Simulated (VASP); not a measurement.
# InP (F-43m) in VASP: settings compared

The runs below take InP through single point, with PBEsol, PBE.

Everything below comes from runs of VASP 6.6.1. Logs are shortened: lines on timing, memory, paths and dates and some standing lists are left out, and cuts for length are marked.

**Experimental background.**

From a printed reference work, data compilation, for a bulk crystal of InP at 1.6 K: band gap 1.4236 eV (direct).

The results are compared with them further down.

## Step 1: The cell of the first run

The structure is cubic, space group F-43m (No. 216). Conventional cell: a = 5.861 Å, b = 5.861 Å, c = 5.861 Å, α = 90.00°, β = 90.00°, γ = 90.00°. Within 3.3 Å of In (site symmetry -43m) lie 4 P at 2.54 Å. P (site symmetry -43m) has 4 In at 2.54 Å within 3.3 Å.

## Step 2: Single point, PBEsol

Contents of INCAR:

```
SYSTEM = InP
ALGO = Normal
EDIFF = 1E-7
ENCUT = 520
GGA = PS
ISIF = 2
ISMEAR = -1
LASPH = .TRUE.
LCHARG = .FALSE.
LREAL = .FALSE.
LWAVE = .FALSE.
NBANDS = 16
NELM = 60
PREC = Accurate
SIGMA = 0.03
```

Contents of KPOINTS:

```
k-points
0
G
  11 11 11
  0 0 0
```

Contents of POSCAR:

```
InP
1.0
    0.0000000000      2.9305000000      2.9305000000
    2.9305000000      0.0000000000      2.9305000000
    2.9305000000      2.9305000000      0.0000000000
In P
1 1
Direct
    0.0000000000      0.0000000000      0.0000000000
    0.7500000000      0.7500000000      0.7500000000
```

Potentials or basis: VASP PAW PBE potentials, release 64 (In_d, P).

Run with:

```
$ cat potpaw_PBE.64/In_d/POTCAR potpaw_PBE.64/P/POTCAR > POTCAR
$ mpirun -np 1 vasp_std > vasp.out
```

OUTCAR:

```text
SYSTEM = InP
   EDIFF = 1E-7
   ENCUT = 520
   GGA = PS
   ISIF = 2
   ISMEAR = -1
   LASPH = .TRUE.
   LREAL = .FALSE.
   NELM = 60
   PREC = Accurate

 ion  position               nearest neighbor table
   1  0.000  0.000  0.000-   2 2.54   2 2.54   2 2.54   2 2.54
   2  0.750  0.750  0.750-   1 2.54   1 2.54   1 2.54   1 2.54

  LATTYP: Found a face centered cubic cell.
 ALAT       =     5.8610000000

  Lattice vectors:

 A1 = (   0.0000000000,   2.9305000000,   2.9305000000)
 A2 = (   2.9305000000,   0.0000000000,   2.9305000000)
 A3 = (   2.9305000000,   2.9305000000,   0.0000000000)

Analysis of symmetry for initial positions (statically):
=====================================================================
 Subroutine PRICEL returns:
 Original cell was already a primitive cell.

 Routine SETGRP: Setting up the symmetry group for a
 face centered cubic supercell.

 Subroutine GETGRP returns: Found 24 space group operations
 (whereof 24 operations were pure point group operations)
 out of a pool of 48 trial point group operations.

The static configuration has the point symmetry T_d .

Analysis of symmetry for dynamics (positions and initial velocities):
=====================================================================
 Subroutine PRICEL returns:
 Original cell was already a primitive cell.

 Routine SETGRP: Setting up the symmetry group for a
 face centered cubic supercell.

 Subroutine GETGRP returns: Found 24 space group operations
 (whereof 24 operations were pure point group operations)
 out of a pool of 48 trial point group operations.

The dynamic configuration has the point symmetry T_d .

 Subroutine INISYM returns: Found 24 space group operations
 (whereof 24 operations are pure point group operations),
 and found     1 'primitive' translations

----------------------------------------------------------------------------------------

                                     Primitive cell

  volume of cell :      50.3333

  direct lattice vectors                    reciprocal lattice vectors
     0.000000000  2.930500000  2.930500000    -0.170619348  0.170619348  0.170619348
     2.930500000  0.000000000  2.930500000     0.170619348 -0.170619348  0.170619348
     2.930500000  2.930500000  0.000000000     0.170619348  0.170619348 -0.170619348

  length of vectors
     4.144352845  4.144352845  4.144352845     0.295521380  0.295521380  0.295521380

  position of ions in fractional coordinates (direct lattice)
     0.000000000  0.000000000  0.000000000
     0.750000000  0.750000000  0.750000000

  ion indices of the primitive-cell ions
   primitive index   ion index
                 1           1
                 2           2

----------------------------------------------------------------------------------------

 KPOINTS: k-points

Automatic generation of k-mesh.
 Grid dimensions read from file:
 generate k-points for:   11   11   11

 Generating k-lattice:

  Cartesian coordinates                     Fractional coordinates (reciprocal lattice)
    -0.015510850  0.015510850  0.015510850     0.090909091  0.000000000  0.000000000
     0.015510850 -0.015510850  0.015510850     0.000000000  0.090909091  0.000000000
     0.015510850  0.015510850 -0.015510850     0.000000000  0.000000000  0.090909091

  Length of vectors
     0.026865580  0.026865580  0.026865580

  Shift w.r.t. Gamma in fractional coordinates (k-lattice)
     0.000000000  0.000000000  0.000000000

 Subroutine IBZKPT returns following result:
 ===========================================

 Found     56 irreducible k-points:

 Following reciprocal coordinates:
            Coordinates               Weight
  0.000000  0.000000  0.000000      1.000000
  0.090909  0.000000  0.000000      8.000000
  0.181818  0.000000  0.000000      8.000000
  0.272727  0.000000  0.000000      8.000000
  0.363636  0.000000  0.000000      8.000000
  0.454545  0.000000  0.000000      8.000000
[... 16 lines left out ...]
 -0.272727  0.181818  0.000000     24.000000
 -0.181818  0.181818  0.000000     12.000000
 [... further k-points ...]
   k-points           NKPTS =     56   k-points in BZ     NKDIM =     56   number of bands    NBANDS=     16
   number of dos      NEDOS =    301   number of ions     NIONS =      2
   total plane-waves  NPLWV =  32768
   dimension x,y,z NGX =    32 NGY =   32 NGZ =   32
   dimension x,y,z NGXF=    64 NGYF=   64 NGZF=   64
   ions per type =               1   1
   NGX,Y,Z   is equivalent  to a cutoff of  12.84, 12.84, 12.84 a.u.
   NGXF,Y,Z  is equivalent  to a cutoff of  25.67, 25.67, 25.67 a.u.
 SYSTEM =  InP
   PREC   = accura    normal or accurate (medium, high low for compatibility)
   ISTART =      0    job   : 0-new  1-cont  2-samecut
   ICHARG =      2    charge: 1-file 2-atom 10-const
   ISPIN  =      1    spin polarized calculation?
   LNONCOLLINEAR =      F non collinear calculations
   LSORBIT =      F    spin-orbit coupling
   LASPH  =      T    aspherical Exc in radial PAW
   ENCUT  =  520.0 eV  38.22 Ry    6.18 a.u.   7.71  7.71  7.71*2*pi/ulx,y,z
   NELM   =     60;   NELMIN=  2; NELMDL= -5     # of ELM steps
   EDIFF  = 0.1E-06   stopping-criterion for ELM
   LREAL  =      F    real-space projection
   EDIFFG = 0.1E-05   stopping-criterion for IOM
   NSW    =      0    number of steps for IOM
   IBRION =     -1    ionic relax: 0-MD 1-quasi-New 2-CG
   NFREE  =      0    steps in history (QN), initial steepest desc. (CG)
   ISIF   =      2    stress and relaxation
   ISYM   =      2    0-nonsym 1-usesym 2-fastsym
   POTIM  = 0.5000    time-step for ionic-motion
   TEBEG  =    0.0;   TEEND  =   0.0 temperature during run
   PSTRESS=    0.0 pullay stress
   NELECT =      18.0000    total number of electrons
   NUPDOWN=      -1.0000    fix difference up-down
   EMIN   =  10.00;   EMAX   =-10.00  energy-range for DOS
   EFERMI =   0.00;   METHOD = LEGACY
   ISMEAR =    -1;   SIGMA  =   0.03  broadening in eV -4-tet -1-fermi 0-gaus
   EFERMI_NEDOS =   21; number of points for ismear=-14 and -15
   IALGO  =     38    algorithm
   IMIX   =      4    mixing-type and parameters
     AMIX     =   0.40;   BMIX     =  1.00
     AMIX_MAG =   1.60;   BMIX_MAG =  1.00
  volume/ion in A,a.u.               =      25.17       169.83
  Fermi-wavevector in a.u.,A,eV,Ry     =   1.162021  2.195901 18.371846  1.350293
  Thomas-Fermi vector in A             =   2.298587
   LORBIT       =      0    0 simple, 1 ext, 2 COOP (PROOUT), +10 PAW based schemes
   GGA     = PS    functional components
   LHFCALC =     F    Hartree Fock is set to
   AEXX    =    0.0000 exact exchange contribution
   IVDW    =     0    specifies the selected vdW correction
   LEPSILON=     F    determine dielectric tensor
   LRPA    =     F    only Hartree local field effects (RPA)
 non-spin polarized calculation
  energy-cutoff  :      520.00
  volume of cell :       50.33
 maximum number of plane-waves:      1375
   NGX = 15   NGY = 15   NGZ = 15

 number of electron      18.0000005 magnetization

 Free energy of the ion-electron system (eV)
  ---------------------------------------------------
  ext. energy  EPLUGINS =         0.00000000
  ---------------------------------------------------
  free energy    TOTEN  =        -9.15605345 eV

  energy without entropy =       -9.15605338  energy(sigma->0) =       -9.15605342

 E-fermi :   5.4179     XC(G=0):  -9.4794

 val. band max:        5.0907402697   @ k =   0.0000   0.0000   0.0000
 cond. band min:       5.7060098070   @ k =   0.0000   0.0000   0.0000
 fundamental gap:      0.6152695373
 Fermi energy:         5.4179013203

 k-point     1 :       0.0000    0.0000    0.0000
  band No.  band energies     occupation
      1      -9.0573      2.00000
      2      -9.0573      2.00000
      3      -9.0573      2.00000
      4      -8.9026      2.00000
      5      -8.9026      2.00000
      6      -6.4573      2.00000
[... 8 lines left out ...]
     15      14.5213      0.00000
     16      14.5213      0.00000

 k-point     2 :       0.0909    0.0000    0.0000
  band No.  band energies     occupation
      1      -9.0680      2.00000
      2      -9.0532      2.00000
      3      -9.0532      2.00000
      4      -8.9026      2.00000
      5      -8.9026      2.00000
      6      -6.3612      2.00000
[... 8 lines left out ...]
     15      14.0635      0.00000
     16      14.0635      0.00000

 k-point     3 :       0.1818    0.0000    0.0000
  band No.  band energies     occupation
      1      -9.0956      2.00000
      2      -9.0427      2.00000
      3      -9.0427      2.00000
      4      -8.9019      2.00000
      5      -8.9019      2.00000
      6      -6.0828      2.00000
[... 8 lines left out ...]
     15      13.6034      0.00000
     16      14.3461      0.00000

 k-point     4 :       0.2727    0.0000    0.0000
  band No.  band energies     occupation
      1      -9.1299      2.00000
      2      -9.0308      2.00000
      3      -9.0308      2.00000
      4      -8.8990      2.00000
      5      -8.8990      2.00000
      6      -5.6552      2.00000
[... 8 lines left out ...]
     15      13.7028      0.00000
     16      13.9331      0.00000

 k-point     5 :       0.3636    0.0000    0.0000
  band No.  band energies     occupation
      1      -9.1599      2.00000
      2      -9.0222      2.00000
      3      -9.0222      2.00000
      4      -8.8938      2.00000
      5      -8.8938      2.00000
      6      -5.1558      2.00000
[... 8 lines left out ...]
     15      14.4315      0.00000
     16      14.4315      0.00000

 k-point     6 :       0.4545    0.0000    0.0000
  band No.  band energies     occupation
      1      -9.1771      2.00000
      2      -9.0183      2.00000
      3      -9.0183      2.00000
      4      -8.8895      2.00000
      5      -8.8895      2.00000
      6      -4.7673      2.00000
[... 8 lines left out ...]
     15      15.4496      0.00000
     16      15.4496      0.00000
[... 267 lines left out ...]
 k-point    21 :      -0.4545    0.1818    0.0000
  band No.  band energies     occupation
      1      -9.1899      2.00000
      2      -9.0082      2.00000
      3      -8.9968      2.00000
      4      -8.9056      2.00000
      5      -8.8878      2.00000
      6      -4.4779      2.00000
[... 8 lines left out ...]
     15      15.2599      0.00000
     16      15.9640      0.00000

 k-point    22 :      -0.3636    0.1818    0.0000
  band No.  band energies     occupation
      1      -9.1822      2.00000
      2      -9.0106      2.00000
      3      -9.0014      2.00000
      4      -8.8983      2.00000
      5      -8.8966      2.00000
      6      -4.6243      2.00000
[... 8 lines left out ...]
     15      14.6535      0.00000
     16      15.9707      0.00000

 k-point    23 :      -0.2727    0.1818    0.0000
  band No.  band energies     occupation
      1      -9.1644      2.00000
      2      -9.0145      2.00000
      3      -9.0114      2.00000
      4      -8.9047      2.00000
      5      -8.8947      2.00000
      6      -5.0514      2.00000
[... 8 lines left out ...]
     15      15.4743      0.00000
     16      16.2981      0.00000

 k-point    24 :      -0.1818    0.1818    0.0000
  band No.  band energies     occupation
      1      -9.1403      2.00000
      2      -9.0251      2.00000
      3      -9.0211      2.00000
      4      -8.9080      2.00000
      5      -8.8945      2.00000
      6      -5.5127      2.00000
[... 8 lines left out ...]
     15      14.8127      0.00000
     16      16.0874      0.00000

 [... further k-points ...]
[... 5 lines left out ...]
  --------------------------------------------------------------------------------------
  -------------------------------------------------------------------------------------
  Total        0.1849019      0.1849019      0.1849019      0.0000000      0.0000000     -0.0000000
  in kB        5.8856827      5.8856827      5.8856827      0.0000000      0.0000000     -0.0000000
  external PRESSURE =       5.8856827 kB  Pullay stress =       0.0000000 kB

 VOLUME and BASIS-vectors are now :
 -----------------------------------------------------------------------------
  energy-cutoff  :      520.00
  volume of cell :       50.33
      direct lattice vectors                 reciprocal lattice vectors
     0.000000000  2.930500000  2.930500000    -0.170619348  0.170619348  0.170619348
     2.930500000  0.000000000  2.930500000     0.170619348 -0.170619348  0.170619348
     2.930500000  2.930500000  0.000000000     0.170619348  0.170619348 -0.170619348

 POSITION                                       TOTAL-FORCE (eV/Angst)
 -----------------------------------------------------------------------------------
      0.00000      0.00000      0.00000        -0.000000     -0.000000     -0.000000
      4.39575      4.39575      4.39575         0.000000      0.000000      0.000000
 -----------------------------------------------------------------------------------
    total drift:                                0.000000      0.000000     -0.000000

  FREE ENERGIE OF THE ION-ELECTRON SYSTEM (eV)
  ---------------------------------------------------
  free  energy   TOTEN  =        -9.1560534514 eV

  energy  without entropy=       -9.1560533808  energy(sigma->0) =       -9.15605342
```

It took 14 s on 1 thread of Intel Xeon 6975P-C (Granite Rapids), shared host; peak memory 0.2 GiB.

What came out:

```
Free energy            : -9.1561 eV
Pressure               : 0.6 GPa
Band gap on the k mesh : 0.62 eV, direct
```

Caveat: the PAW data sets were made with another functional, which shifts forces and pressure a little; spin-orbit coupling is left out, which moves the levels of the heavy elements.

## Step 3: Single point, PBE

Contents of INCAR:

```
ALGO = Normal
EDIFF = 1E-6
ENCUT = 520
GGA = PE
ISIF = 2
ISMEAR = -1
LASPH = True
LCHARG = False
LREAL = False
LWAVE = False
NBANDS = 16
NELM = 60
PREC = Accurate
SIGMA = 0.03
```

Contents of KPOINTS:

```
k-points
0
Gamma
  11 11 11
```

POSCAR is that of step 2.

Potentials or basis: VASP PAW PBE potentials, release 64 (In_d, P).

Run with:

```
$ cat potpaw_PBE.64/In_d/POTCAR potpaw_PBE.64/P/POTCAR > POTCAR
$ mpirun -np 1 vasp_std > vasp.out
```

Wall time 13 s (1 thread of Intel Xeon 6975P-C (Granite Rapids), shared host); peak memory 0.2 GiB.

It converged, with:

| Item | Value |
| --- | --- |
| Free energy | -8.3827 eV |
| Pressure | 3.3 GPa |
| Band gap on the k mesh | 0.71 eV, direct |

Levels at points of the mesh, in eV from the valence-band top:
| k point | band 6 | band 7 | band 8 | band 9 | band 10 | band 11 | band 12 | band 13 |
| --- | --- | --- | --- | --- | --- | --- | --- | --- |
| (0.00, 0.00, 0.00) | -11.52 | 0.00 | 0.00 | 0.00 | 0.71 | 4.09 | 4.09 | 4.09 |

Caveat: spin-orbit coupling is left out, which moves the levels of the heavy elements.

## Step 4: Against experiment

Step 2. A measured gap of InP is 1.4236 eV (direct; 1.6 K; a printed reference work, data compilation); the calculated 0.62 eV misses it by -0.81 eV. Spin-orbit coupling on In is left out. The value is that of PBEsol, without temperature or zero-point motion. Semilocal functionals fall short of measured gaps as a rule.
